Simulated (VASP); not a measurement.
Write the native input for VASP 6.6.1 that does the following.

```yaml
Task: single point
Functional: PBE
Potentials_or_basis: VASP PAW PBE potentials, release 64 (Rh_pv)
Cutoff: 520 eV
k_mesh: 6 × 6 × 2
Occupations: gaussian, width 0.1 eV
Spin: no spin polarisation
Dipole_correction: no
Further_INCAR_settings: ALGO = Normal; EDIFF = 1e-06; NBANDS = 38
```

The structure of Rh lies in POSCAR:

```
Rh
1.0
    2.6917446234      0.0000000000      0.0000000000
   -1.3458723117      2.3311192244      0.0000000000
    0.0000000000      0.0000000000      8.7980701300
Rh
4
Direct
    0.0000000000      0.0000000000      0.0000000000
    0.3333333300      0.6666666700      0.2500000000
    0.0000000000      0.0000000000      0.5000000000
    0.6666666700      0.3333333300      0.7500000000
```

This isn't the form of Rh at room conditions, which is fcc.

The input as run:

INCAR

```
ALGO = Normal
EDIFF = 1E-6
ENCUT = 520
GGA = PE
ISIF = 2
ISMEAR = 0
LASPH = True
LCHARG = False
LREAL = False
LWAVE = False
NBANDS = 38
NELM = 100
PREC = Accurate
SIGMA = 0.1
```

KPOINTS

```
k-points
0
Gamma
  6 6 2
```

Potentials or basis: VASP PAW PBE potentials, release 64 (Rh_pv).

Launch:

```bash
$ cat potpaw_PBE.64/Rh_pv/POTCAR > POTCAR
$ mpirun -np 1 vasp_std > vasp.out
```

It gave:

The pressure is 5.8 GPa and the band gap on the k mesh is none (metal or under the smearing width).

Caveat: the k mesh is coarse (spacing up to 0.45 Å⁻¹), so the values aren't converged.

It took 15 s on 1 thread of Intel(R) Xeon(R) 6975P-C (Granite Rapids), on a shared host, peak memory 0.17 GiB.
